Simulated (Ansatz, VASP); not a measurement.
# W: VASP beside Ansatz

```
CELL_PARAMETERS angstrom
-1.60317 1.60317 1.60317
1.60317 -1.60317 1.60317
1.60317 1.60317 -1.60317
ATOMIC_POSITIONS crystal
W 0.00000 0.00000 0.00000
```

Alike in both runs: task single point; functional PBEsol; k mesh 12 × 12 × 12; occupations fermi-dirac, width 0.05 eV; non-collinear spin, spin-orbit coupling.

|  | VASP | Ansatz |
| --- | --- | --- |
| version | VASP 6.6.1 | Ansatz 0.2.0 |
| potentials or method | VASP PAW PBE potentials, release 64 (W_sv) | Ansatz PAW |
| plane-wave cutoff (eV) | 520 | 420 |
| valence electrons in the cell | 14 | 14 |

Ansatz gave:

| Property | Result |
| --- | --- |
| gap on the k mesh at the Fermi level (eV) | none |
| pressure (GPa) | -13.7 |
| net moment per atom (μB) | 0.00 |

Problem. Estimate VASP's values.

Solution. gap on the k mesh at the Fermi level (eV): none; pressure (GPa): -12.7; net moment per atom (μB): 0.00.

A gap of «none» marks a metal or a gap that the smearing closes.

Caveats: the PAW data sets were made with another functional, which shifts forces and pressure a little (VASP); the PAW data sets come from PBE, with cores solved anew for the run's functional, which leaves a small shift of forces and pressure (Ansatz).
